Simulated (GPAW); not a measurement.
# TiGa15Sb16 (GaSb32 Ti1): moments or none, part 2 of 2

Aim: find out whether TiGa15Sb16 (GaSb32 Ti1) carries moments when they start parallel, and what they gain.

GPAW 26.7.0; PBE; plane waves with GPAW's PAW setups, scalar-relativistic.

So far. Step 2 (Order 1, typed as ferro +): After 26 cycles the largest moment stands at 0.642 μB.

### 3. Order 2, typed as no spin polarisation

A run without seeds gives the energy of the state without moments.

Contents of nospin.py:

```python
import json
import numpy as np
from ase import Atoms
from ase.parallel import paropen, parprint
from gpaw import GPAW

atoms = Atoms(['Ti', 'Sb', 'Ga', 'Sb', 'Ga', 'Sb', 'Ga', 'Sb', 'Ga', 'Sb', 'Ga', 'Sb', 'Ga', 'Sb', 'Ga', 'Sb', 'Ga', 'Sb', 'Ga', 'Sb', 'Ga', 'Sb', 'Ga', 'Sb', 'Ga', 'Sb', 'Ga', 'Sb', 'Ga', 'Sb', 'Ga', 'Sb'],
    cell=[[12.192, 0.0, 0.0],
         [0.0, 12.192, 0.0],
         [0.0, 0.0, 6.096]],
    scaled_positions=[[0.0, 0.0, 0.0],
         [0.125, 0.125, 0.25],
         [0.0, 0.25, 0.5],
         [0.125, 0.375, 0.75],
         [0.25, 0.0, 0.5],
         [0.375, 0.125, 0.75],
         [0.25, 0.25, 0.0],
         [0.375, 0.375, 0.25],
         [0.0, 0.5, 0.0],
         [0.125, 0.625, 0.25],
         [0.0, 0.75, 0.5],
         [0.125, 0.875, 0.75],
         [0.25, 0.5, 0.5],
         [0.375, 0.625, 0.75],
         [0.25, 0.75, 0.0],
         [0.375, 0.875, 0.25],
         [0.5, 0.0, 0.0],
         [0.625, 0.125, 0.25],
         [0.5, 0.25, 0.5],
         [0.625, 0.375, 0.75],
         [0.75, 0.0, 0.5],
         [0.875, 0.125, 0.75],
         [0.75, 0.25, 0.0],
         [0.875, 0.375, 0.25],
         [0.5, 0.5, 0.0],
         [0.625, 0.625, 0.25],
         [0.5, 0.75, 0.5],
         [0.625, 0.875, 0.75],
         [0.75, 0.5, 0.5],
         [0.875, 0.625, 0.75],
         [0.75, 0.75, 0.0],
         [0.875, 0.875, 0.25]],
    pbc=True)
atoms.calc = GPAW(mode={'name': 'pw', 'ecut': 450},
    xc='PBE',
    kpts={'size': (3, 3, 5), 'gamma': True},
    occupations={'name': 'fermi-dirac', 'width': 0.05},
    convergence={'density': 1e-05, 'energy': 1e-05},
    maxiter=200,
    mixer={'name': 'pulay', 'beta': 0.05, 'nmaxold': 6, 'weight': 50},
    symmetry={'tolerance': 1e-4},
    txt='nospin.txt')
e = atoms.get_potential_energy(force_consistent=True)
res = {'free_energy': e, 'energy_sigma0': atoms.get_potential_energy(), 'fermi_energy': atoms.calc.get_fermi_level()}
parprint(f'free energy: {e:.6f} eV')
atoms.calc.write('nospin.gpw')
with paropen('results.json', 'w') as f:
    json.dump(res, f)
```

Launch:

```
> OMP_NUM_THREADS=1 mpirun -n 4 gpaw python nospin.py > nospin.log
```

Numbers of over 12 decimals in the logs are rounded to 6 here.

Log:

```text
free energy: -124.045309 eV

--- nospin.txt ---
Input parameters:
  mode=PW(ecut=450),
  convergence={'density': 1e-05, 'energy': 1e-05},
  kpts=MonkhorstPack(size=(3, 3, 5), gamma=True),
  maxiter=200,
  mixer=Pulay(name='pulay', nmaxold=6, beta=0.05, weight=50, sigma=0.015, g_ss=None),
  occupations=Occupations(name='fermi-dirac', width=0.05),
  symmetry=Symmetry(tolerance=0.0001),
  xc=XC(name='PBE')

Diagonalizing LCAO Hamiltonian
Converting LCAO to pw mode
        .-----------------------------.
       /|                             |
      / |                             |
     /  |  Sb             Sb          |
    /   |        Sb             Sb    |
   /  Ga|            Ga               |
  /    Sb         Sb  Sb         Sb   |
 *      .---Ga-------------Ga---------.
 |     / Sb  Sb         Sb  Sb       /
 | Ga /       Ga  Ga         Ga     /
 |   Ga Ga     Sb   Ga Ga     Sb   /
 |  / Sb             Sb           /
 | /      Ga             Ga      /
 |/                             /
 Ti-------------Ga-------------*

Atoms  # Å, Bohr magnetons
|    | symbol |         x |         y |        z |    initial magnetic moments |
|----|--------|-----------|-----------|----------|-----------------------------|
|  0 |     Ti |  0.000000 |  0.000000 | 0.000000 | ( 0.0000,  0.0000,  0.0000) |
|  1 |     Sb |  1.524000 |  1.524000 | 1.524000 | ( 0.0000,  0.0000,  0.0000) |
|  2 |     Ga |  0.000000 |  3.048000 | 3.048000 | ( 0.0000,  0.0000,  0.0000) |
|  3 |     Sb |  1.524000 |  4.572000 | 4.572000 | ( 0.0000,  0.0000,  0.0000) |
|  4 |     Ga |  3.048000 |  0.000000 | 3.048000 | ( 0.0000,  0.0000,  0.0000) |
|  5 |     Sb |  4.572000 |  1.524000 | 4.572000 | ( 0.0000,  0.0000,  0.0000) |
|  6 |     Ga |  3.048000 |  3.048000 | 0.000000 | ( 0.0000,  0.0000,  0.0000) |
|  7 |     Sb |  4.572000 |  4.572000 | 1.524000 | ( 0.0000,  0.0000,  0.0000) |
|  8 |     Ga |  0.000000 |  6.096000 | 0.000000 | ( 0.0000,  0.0000,  0.0000) |
|  9 |     Sb |  1.524000 |  7.620000 | 1.524000 | ( 0.0000,  0.0000,  0.0000) |
| 10 |     Ga |  0.000000 |  9.144000 | 3.048000 | ( 0.0000,  0.0000,  0.0000) |
| 11 |     Sb |  1.524000 | 10.668000 | 4.572000 | ( 0.0000,  0.0000,  0.0000) |
| 12 |     Ga |  3.048000 |  6.096000 | 3.048000 | ( 0.0000,  0.0000,  0.0000) |
| 13 |     Sb |  4.572000 |  7.620000 | 4.572000 | ( 0.0000,  0.0000,  0.0000) |
| 14 |     Ga |  3.048000 |  9.144000 | 0.000000 | ( 0.0000,  0.0000,  0.0000) |
| 15 |     Sb |  4.572000 | 10.668000 | 1.524000 | ( 0.0000,  0.0000,  0.0000) |
| 16 |     Ga |  6.096000 |  0.000000 | 0.000000 | ( 0.0000,  0.0000,  0.0000) |
| 17 |     Sb |  7.620000 |  1.524000 | 1.524000 | ( 0.0000,  0.0000,  0.0000) |
| 18 |     Ga |  6.096000 |  3.048000 | 3.048000 | ( 0.0000,  0.0000,  0.0000) |
| 19 |     Sb |  7.620000 |  4.572000 | 4.572000 | ( 0.0000,  0.0000,  0.0000) |
| 20 |     Ga |  9.144000 |  0.000000 | 3.048000 | ( 0.0000,  0.0000,  0.0000) |
| 21 |     Sb | 10.668000 |  1.524000 | 4.572000 | ( 0.0000,  0.0000,  0.0000) |
| 22 |     Ga |  9.144000 |  3.048000 | 0.000000 | ( 0.0000,  0.0000,  0.0000) |
| 23 |     Sb | 10.668000 |  4.572000 | 1.524000 | ( 0.0000,  0.0000,  0.0000) |
| 24 |     Ga |  6.096000 |  6.096000 | 0.000000 | ( 0.0000,  0.0000,  0.0000) |
| 25 |     Sb |  7.620000 |  7.620000 | 1.524000 | ( 0.0000,  0.0000,  0.0000) |
| 26 |     Ga |  6.096000 |  9.144000 | 3.048000 | ( 0.0000,  0.0000,  0.0000) |
| 27 |     Sb |  7.620000 | 10.668000 | 4.572000 | ( 0.0000,  0.0000,  0.0000) |
| 28 |     Ga |  9.144000 |  6.096000 | 3.048000 | ( 0.0000,  0.0000,  0.0000) |
| 29 |     Sb | 10.668000 |  7.620000 | 4.572000 | ( 0.0000,  0.0000,  0.0000) |
| 30 |     Ga |  9.144000 |  9.144000 | 0.000000 | ( 0.0000,  0.0000,  0.0000) |
| 31 |     Sb | 10.668000 | 10.668000 | 1.524000 | ( 0.0000,  0.0000,  0.0000) |

Unit cell  # Å
| periodic |         x |         y |        z |   lengths |    angles |
|----------|-----------|-----------|----------|-----------|-----------|
|      yes | 12.192000 |  0.000000 | 0.000000 | 12.192000 | 90.000000 |
|      yes |  0.000000 | 12.192000 | 0.000000 | 12.192000 | 90.000000 |
|      yes |  0.000000 |  0.000000 | 6.096000 |  6.096000 | 90.000000 |

Number of symmetries: 8

BZ-sampling:
  Number of BZ points: 45
  Number of IBZ points: 9

  Monkhorst-Pack size: [3, 3, 5]
  Monkhorst-Pack shift: [0, 0, 0]

Plane wave coefficients: 19692
Cutoff: 450.000000 eV

Spin-components: 1 (collinear spins)
Bands:           183
Projectors:      177
Spin-degeneracy: 2
Datatype:        complex128

Parallelization:
  kpt:    2
  domain: 2
  band:   1

Density:
  Valence electrons: 297.0
  Components: 1
  Grid points: [60 60 30]
  Charge: 0.0  # |e|

Potential:
  Grid points: [60 60 30]

[... setups left out ...]
Reference energy: -3636999.019183  # eV

eigensolver:
  PPCG
  Converge bands: occupied
  niter=2

density mixing:
  Pulay-Mixer
  Linear mixing parameters: 0.05
  Old densities: 6
  Fourier metric: weight=50, sigma=0.015

occupation numbers:
  Fermi-Dirac:
    width: 0.0500  # eV

poisson solver:
  ecut: 3600.000000  # eV

xc functional:
  name: PBE with 2 nearest neighbor stencil

convergence criteria:
- Maximum integral of absolute [dens]ity change: 1e-05 electrons / valence electron
- Maximum [total energy] change in last 3 cyles: 1e-05 eV / valence electron
- Maximum integral of absolute [eigenst]ate change: 4e-08 eV^2 / valence electron
maximum number of iterations: 200

SCF iterations
|iter     |      energy | eigst |  dens |
|---------|-------------|-------|-------|
|iter:   1|       0s | -124.210531 | +0.65 |       |
|iter:   2|      27s | -124.380807 | -0.97 | -1.29 |
|iter:   3|      54s | -124.322503 | -2.02 | -1.33 |
|iter:   4|      81s | -124.112505 | -1.08 | -1.35 |
|iter:   5|     108s | -124.018100 | -2.56 | -2.08 |
|iter:   6|     135s | -124.008942 | -2.32 | -1.97 |
|iter:   7|     162s | -124.015399 | -3.53 | -2.38 |
|iter:   8|     190s | -124.008717 | -2.92 | -2.46 |
|iter:   9|     217s | -124.008531 | -4.34 | -2.69 |
|iter:  10|     244s | -124.009529c| -4.15 | -2.74 |
|iter:  11|     272s | -124.009287c| -4.58 | -3.03 |
|iter:  12|     300s | -124.009266c| -4.75 | -3.13 |
|iter:  13|     327s | -124.009271c| -5.49 | -3.32 |
|iter:  14|     355s | -124.009413c| -5.39 | -3.36 |
|iter:  15|     383s | -124.009434c| -5.73 | -3.83 |
|iter:  16|     410s | -124.009435c| -6.83 | -3.97 |
|iter:  17|     438s | -124.009444c| -6.84 | -4.04 |
|iter:  18|     465s | -124.009448c| -6.87 | -4.15 |
|iter:  19|     493s | -124.009455c| -6.60 | -4.26 |
|iter:  20|     520s | -124.009450c| -7.46c| -4.54 |
|iter:  21|     533s | -124.009451c| -7.58c| -4.56 |
|iter:  22|     546s | -124.009451c| -7.40c| -4.71 |
|iter:  23|     573s | -124.009452c| -7.46c| -4.77 |
|iter:  24|     586s | -124.009452c| -8.48c| -4.88 |
|iter:  25|     599s | -124.009452c| -7.77c| -4.90 |
|iter:  26|     613s | -124.009452c| -7.94c| -5.08c|

Converged in 26 steps
Energy contributions relative to reference atoms: (reference = -3636999.019183)

Energy contributions:
  Kinetic:         230.485550
  Coulomb:        -202.751457
  Zero:              3.285948
  External:          0.000000
  Xc:             -154.993638
  Entropy:          -0.071712
  Spinorbit:         0.000000
  ----------------------------
  Free energy:    -124.045309
  Extrapolated:   -124.009452

dipole moment: (-132.270099, -132.270099, -128.548828)  # |e|*Ang

Fermi level: 5.342
Eigenvalues  # (at kpt = [0.000, 0.000, 0.000])
| band index |      eig [eV] | occ [0-2] |
|------------|---------------|-----------|
|          0 |       -52.088 |     2.000 |
|        ... |               |           |
|        142 |         3.788 |     2.000 |
|        143 |         3.793 |     2.000 |
|        144 |         3.793 |     2.000 |
|        145 |         4.708 |     2.000 |
|        146 |         4.730 |     2.000 |
|        147 |         4.730 |     2.000 |
|        148 |         5.138 |     1.967 |
|        149 |         5.156 |     1.953 |
|        150 |         5.362 |     0.796 |
|        151 |         6.070 |     0.000 |
|        152 |         6.070 |     0.000 |
|        153 |         6.073 |     0.000 |
|        154 |         6.079 |     0.000 |
|        155 |         6.151 |     0.000 |
|        156 |         6.284 |     0.000 |
|        157 |         6.284 |     0.000 |
|        ... |               |           |
|        182 |         9.499 |     0.000 |

No gap
No difference between direct/indirect transitions
```

It took 11 min on 4 MPI ranks of Arm Neoverse V1, shared host; peak memory 2.1 GiB; 44 min of CPU time.

Numbers from this step:

```yaml
final_state: non-magnetic (no spin polarisation)
```

It lies 88.3 meV a seeded atom over the first start.

### 4. Ranking

These are free energies at a smearing of 0.05 eV, so its entropy term is in the differences. They are divided by the number of seeded atoms, so that cells of unlike size compare.

Orders:

```
               start    final state  typed order kept  energy over the lowest (meV a seeded atom)  largest site moment (μB)  net moment (μB a primitive cell)  mesh matched  CPU time (s)
             ferro +  ferromagnetic               yes                                           0                    0.6419                             0.998           yes          5390
no spin polarisation   non-magnetic                 -                                       88.34                         0                                 0           yes          2621
```

### 5. Summary of results

| Quantity | Value |
| --- | --- |
| lower run | with moments |
| largest site moment | 0.642 μB |
| energy gained by spin polarisation | 88.3 meV a seeded atom |

**Reading.** The crystal holds moments, up to 0.642 μB, and gains 88.3 meV a seeded atom by them. No antiferromagnetic order was tried, so the session says nothing on how the moments order.

[Logs and program files are shortened in this print: banners, set-up blocks, solver, clock and traceback lines can be left out without a mark of their own.]

[Logs are printed without paths, hosts, clocks, repeated set-up lines and the standing remarks that a program may print on its own settings, such as how far it seeks lower states.]

[Hosts, paths, dates, database ids (printed as entryN), source tags and the programs' standing remarks are cut or masked in the printed files.]

[Where a cell is said to come from a database of computed structures, the database is the Materials Project.]
